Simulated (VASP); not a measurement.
A run of VASP 6.6.1 is set up as follows.

Contents of INCAR:

```
SYSTEM = NaI
PREC     = Accurate       ! precision mode
ENCUT    = 300            ! plane-wave cutoff, eV
EDIFF    = 1E-7           ! SCF threshold, eV
ISMEAR   = 0              ! smearing method
SIGMA    = 0.03           ! smearing width, eV
LREAL    = .FALSE.        ! projectors in reciprocal space
LASPH    = .TRUE.         ! aspherical terms in the spheres
NELM     = 80             ! most SCF steps
ALGO     = Normal         ! electronic algorithm
ISIF     = 2              ! what is computed and relaxed
LWAVE    = .FALSE.        ! write WAVECAR
LCHARG   = .FALSE.        ! write CHGCAR
GGA      = PE             ! functional
IBRION   = 2              ! ionic algorithm
NSW      = 40             ! ionic steps
EDIFFG   = -0.01          ! ionic threshold
```

Contents of KPOINTS:

```
Automatic mesh
0
G
  4 4 4
  0 0 0
```

Contents of POSCAR:

```
NaI                                     
1.0
    0.0000000000      3.3188634553      3.3188634553
    3.3188634553      0.0000000000      3.3188634553
    3.3188634553      3.3188634553      0.0000000000
  Na              I             
     1     1
Direct
     0.0000000000000000    0.0000000000000000    0.0000000000000000
     0.5000000000000000    0.5000000000000000    0.5000000000000000
```

Potentials or basis: VASP PAW PBE potentials, release 64 (Na, I).

Launch:

```sh
$ cat potpaw_PBE.64/Na/POTCAR potpaw_PBE.64/I/POTCAR > POTCAR
$ mpirun -np 1 vasp_std > vasp.out
```

Problem. Estimate the band gap on the k mesh.

Solution. 3.44 eV, direct.

Final structure:
```yaml
crystal:
  lattice:
    - [0.00000, 3.31886, 3.31886]
    - [3.31886, 0.00000, 3.31886]
    - [3.31886, 3.31886, 0.00000]
  atoms:
    - { symbol: Na, position: [0.00000, 0.00000, 0.00000] }
    - { symbol: I, position: [0.50000, 0.50000, 0.50000] }
```

Caveat: the relaxation stopped at its first step, so nothing moved; spin-orbit coupling is left out, which moves the levels of the heavy elements.
